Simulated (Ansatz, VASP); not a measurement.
# One calculation of ZrB2, two programs

```
CELL_PARAMETERS angstrom
3.17063 0.00000 0.00000
-1.58532 2.74585 0.00000
0.00000 0.00000 3.54368
ATOMIC_POSITIONS crystal
Zr 0.00000 0.00000 0.00000
B 0.33333 0.66667 0.50000
B 0.66667 0.33333 0.50000
```

Alike in both runs: functional PBE; k mesh 12 × 12 × 9; occupations fermi-dirac, width 0.05 eV; no spin polarisation.

Ansatz relaxed the structure, and its values are those at the end. VASP's run is a single point on that final structure, the one shown.

|  | VASP | Ansatz |
| --- | --- | --- |
| version | VASP 6.6.1 | Ansatz 0.2.0 |
| potentials or method | VASP PAW PBE potentials, release 64 (Zr_sv, B), cutoff 520 eV | all-electron LAPW, scalar-relativistic |

|  | VASP | Ansatz | Ansatz less VASP |
| --- | --- | --- | --- |
| pressure (GPa) | 0.1 | 0.0 | -0.11 |

Ansatz ran all-electron here, so the differences hold the error of VASP's frozen core and of both bases.
